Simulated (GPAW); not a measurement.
Ge:

```
Ge
1.0
    -2.57449    2.57449    1.39741
     2.57449   -2.57449    1.39741
     2.57449    2.57449   -1.39741
Ge
2
Direct
  0.50000 0.50000 0.00000
  0.25000 0.75000 0.50000
```

This isn't the form of Ge at room conditions, which is diamond.

```yaml
Program: GPAW 26.7.0
Task: single point
Functional: PBEsol
Potentials_or_basis: PAW data sets generated in the run's folder for this functional
Cutoff: 600 eV
Basis: pw
k_mesh: 11 × 11 × 11
Occupations: fermi-dirac, width 0.05 eV
Spin: no spin polarisation
```

On this cell: pressure -0.7 GPa; largest force under 0.003 eV/Å; band gap on the k mesh none (metal or under the smearing width).

The same run follows on a disturbed copy (atoms moved at random, drawn with an rms of 0.05 Å):

```
Ge
1.0
    -2.57449    2.57449    1.39741
     2.57449   -2.57449    1.39741
     2.57449    2.57449   -1.39741
Ge
2
Direct
  0.47893 0.47435 0.99328
  0.24504 0.74252 0.50691
```

Problem. What changes?

Solution. The energy (extrapolated to zero smearing) moves by +2.4 meV/atom; pressure -0.6 GPa; largest force 0.190 eV/Å; band gap on the k mesh none (metal or under the smearing width).

Forces on the atoms (eV/Å):
```
Ge   0.159  0.101  0.020
Ge  -0.159 -0.101 -0.020
```

Stress tensor (GPa, compression positive):
```
-0.05 -0.03  0.33
-0.03 -0.87 -0.21
 0.33 -0.21 -0.99
```
